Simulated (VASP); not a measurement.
A run of VASP 6.6.1 is set up as follows.

The input POSCAR:

```
Os
1.0
    1.5211188047     -4.8253013443      0.0000000000
    1.5211188047      4.8253013443      0.0000000000
    0.0000000000      0.0000000000      4.0256799787
Os
4
Direct
    0.0980000000      0.9020000000      0.9100000000
    0.5980000000      0.4020000000      0.5900000000
    0.9020000000      0.0980000000      0.0900000000
    0.4020000000      0.5980000000      0.4100000000
```

The input INCAR.step1:

```
SYSTEM = Os
  PREC = Accurate
  ENCUT = 520
  ISMEAR = 0
  SIGMA = 0.1
  LREAL = .FALSE.
  LASPH = .TRUE.
  NELM = 100
  NBANDS = 24
  GGA = PE
  ALGO = Normal
  EDIFF = 1E-4
  LWAVE = .TRUE.
  LCHARG = .FALSE.
```

Contents of INCAR.step2:

```
SYSTEM = Os
  PREC = Accurate
  ENCUT = 520
  EDIFF = 1E-6
  ISMEAR = 0
  SIGMA = 0.1
  LREAL = .FALSE.
  LASPH = .TRUE.
  NELM = 100
  ALGO = Normal
  ISIF = 2
  LWAVE = .FALSE.
  LCHARG = .FALSE.
  METAGGA = R2SCAN
  LMIXTAU = .TRUE.
  NBANDS = 24
  ISTART = 1
```

KPOINTS

```
regular mesh
0
G
  6 6 4
  0 0 0
```

Potentials or basis: VASP PAW PBE potentials, release 64 (Os).

The run is started by

```sh
$ cat potpaw_PBE.64/Os/POTCAR > POTCAR
$ cp INCAR.step1 INCAR
$ mpirun -np 1 vasp_std > vasp.out
$ cp INCAR.step2 INCAR
$ mpirun -np 1 vasp_std > vasp.out
```

Question: Predict the band gap on the k mesh.

Answer: None (metal or under the smearing width).

Question: Estimate the largest force.

Answer: 21.955 eV/Å.

Question: Estimate the pressure.

Answer: 187.8 GPa.

Stress tensor (GPa, compression positive):
```
237.04   0.00   0.00
  0.00 141.64   0.00
  0.00   0.00 184.87
```

Caveat: the k mesh is coarse (spacing up to 0.39 Å⁻¹), so the values aren't converged; a pressure of tens of GPa on the cell as given is suspect, and the run, the potentials or the cell itself is likely at fault; the PAW data sets were made with another functional, which shifts forces and pressure a little. The run has no spin-orbit coupling, so splittings on Os are missing.
